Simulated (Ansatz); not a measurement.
## Relaxing NbP

**What was measured.** “Conductance spectra of (Nb, Pb, In)/NbP -- superconductor/Weyl semimetal junctions”, 2019, arxiv:1908.07359 reports, for a bulk crystal of NbP: lattice constant a 3.33544 ± 0.00006 Å; lattice constant c 11.3782 ± 0.0003 Å.

Method: PBE, scalar-relativistic; no spin polarisation; PAW, 420 eV, Γ-centred 14×14×14 mesh, 0.05 eV Gaussian smearing; code Ansatz. The datasets are Ansatz's generated set soft_2.

The chain of runs began from a structure of the Materials Project database, expanded in volume; all values here are this work's own. Such entries can be computed or ordered models and not known phases.

The first cell:

```
Nb P
1.0
    -1.67492    1.67492    5.74011
     1.67492   -1.67492    5.74011
     1.67492    1.67492   -5.74011
Nb P
2 2
Direct
  0.49988 0.49988 0.00000
  0.24988 0.74988 0.50000
  0.08275 0.08275 0.00000
  0.83275 0.33275 0.50000
```

The runs in order:

```
run  level    k-mesh                    kind  V (Å³/atom)  P (GPa)  E − E(final) (meV/atom)  gap on the mesh (eV)
  1    PBE  14×14×14  cell and atoms relaxed        16.00      0.0                      0.0                 metal
```

The cell is relaxed to zero pressure at this level.

The final structure (symmetry read at 0.01 Å). The structure is tetragonal, space group I4_1md (No. 109). The conventional cell has a = 3.346 Å, b = 3.346 Å, c = 11.435 Å, α = 90.00°, β = 90.00°, γ = 90.00°. Around Nb (site symmetry 2mm) lie 6 P at 2.54 to 2.55 Å. P (site symmetry 2mm) is surrounded by 6 Nb at 2.54 to 2.55 Å. (Neighbours are counted to 15 % beyond the shortest distance.)

```tsv
atom	site	symmetry	x	y	z
Nb	4a	2mm.	0.5000	0.5000	0.7500
P	4a	2mm.	0.0000	0.0000	0.8326
```

- At the final geometry the gap, band path included, is zero (metallic).
- The equation of state gives B0 = 186 GPa and B0′ = 4.2.
- Against the elements' standard states, run alike and uncorrected, the formation energy is -1.04 eV/atom.
- The runs in the table took roughly 3 core-minutes.

**Against experiment.** Against the measured lattice constant a of NbP, 3.33544 Å (“Conductance spectra of (Nb, Pb, In)/NbP -- superconductor/Weyl semimetal junctions”, 2019, arxiv:1908.07359), the calculated 3.346 Å is off by +0.3 %. 2 values of this kind are on record (3.335 to 3.33544 Å); this one was drawn at random among those near their median, those with a stated uncertainty first. Against the measured lattice constant c of NbP, 11.3782 Å (“Conductance spectra of (Nb, Pb, In)/NbP -- superconductor/Weyl semimetal junctions”, 2019, arxiv:1908.07359), the calculated 11.435 Å is off by +0.5 %. 2 values of this kind are on record (11.3782 to 11.379 Å); this one was drawn at random among those near their median, those with a stated uncertainty first. The calculation is for a static lattice, without zero-point motion or thermal expansion.
